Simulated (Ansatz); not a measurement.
# Is this Al₄N₃ stable against decomposition?

Theory: Ansatz, DFT PBE, scalar-relativistic, plane waves, PAW. All cells share a 420 eV cutoff and Γ-centred k meshes spaced about 0.3 Å⁻¹ or finer (0.25 for metals, 2π included). No spin polarisation.

Energies over the elements count from the elements' standard structures at the same level (N₂ as a molecule), with no fitted energy shifts.

All energies are static (0 K, no zero-point motion). In Al4N3 P3m1 an odd number of electrons in the primitive cell allows no gap without spin; a larger cell or a magnetic state could open one.

The competitors are the elements and 1 reference phase of this chemical system (from databases or known types: AlN), relaxed at the same level; other known phases may be missing.

The candidate was reached from: a cell proposed by chemical analogy.

Space group P3m1 (No. 156). a = 3.113 Å, b = 3.113 Å, c = 9.809 Å, α = 90.00°, β = 90.00°, γ = 120.00°
```json
{"atom": "Al", "site": "1a", "symmetry": "3m.", "x": "0.0000", "y": "0.0000", "z": "0.4958"}
{"atom": "Al", "site": "1b", "symmetry": "3m.", "x": "0.3333", "y": "0.6667", "z": "0.7589"}
{"atom": "Al", "site": "1a", "symmetry": "3m.", "x": "0.0000", "y": "0.0000", "z": "0.9809"}
{"atom": "Al", "site": "1b", "symmetry": "3m.", "x": "0.3333", "y": "0.6667", "z": "0.2388"}
{"atom": "N", "site": "1b", "symmetry": "3m.", "x": "0.3333", "y": "0.6667", "z": "0.4331"}
{"atom": "N", "site": "1a", "symmetry": "3m.", "x": "0.0000", "y": "0.0000", "z": "0.6905"}
{"atom": "N", "site": "1a", "symmetry": "3m.", "x": "0.0000", "y": "0.0000", "z": "0.1770"}
```

**Question.** Where does it stand against these competitors?

**Answer.** Not stable. Its formation energy is -1.010 eV/atom. The lowest competing mixture at this composition is this:

```
phase       space group   source  share of atoms  ΔE_f (eV/atom)
   Al                 -  element          0.1429           0.000
  AlN  P6_3mc (No. 186)      COD          0.8571          -1.368
```

The mixture lies at -1.173 eV/atom, and the candidate lies 163 meV/atom above it. The candidate matches no cell in the subsets of the Crystallography Open Database and the Materials Project at hand. It is metastable at best. Phonons aren't part of this comparison.
